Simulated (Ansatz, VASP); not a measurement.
Two plane-wave programs on Ge

```
Ge
1.0
     0.00000    2.83743    2.83743
     2.83743    0.00000    2.83743
     2.83743    2.83743    0.00000
Ge
2
Cartesian
  0.0000 0.0000 0.0000
  1.4187 1.4187 1.4187
```

Alike in both runs: task single point; functional LDA; k mesh 6 × 6 × 6; occupations gaussian, width 0.1 eV; no spin polarisation.

|  | VASP | Ansatz |
| --- | --- | --- |
| version | VASP 6.6.1 | Ansatz 0.2.0 |
| potentials or method | VASP PAW LDA potentials, release 64 (Ge_d) | scalar-relativistic, plane waves, PAW |
| plane-wave cutoff (eV) | 520 | 420 |
| valence electrons in the cell | 28 | 28 |

```csv
,VASP,Ansatz,Ansatz less VASP
gap on the k mesh at the Fermi level (eV),none,none,-
pressure (GPa),-1.5,-1.7,-0.17
```

A gap of «none» marks a metal or a gap that the smearing closes.

Caveats: this crystal is a semiconductor, whose small gap the functional closes, so the metal is an error of the method.
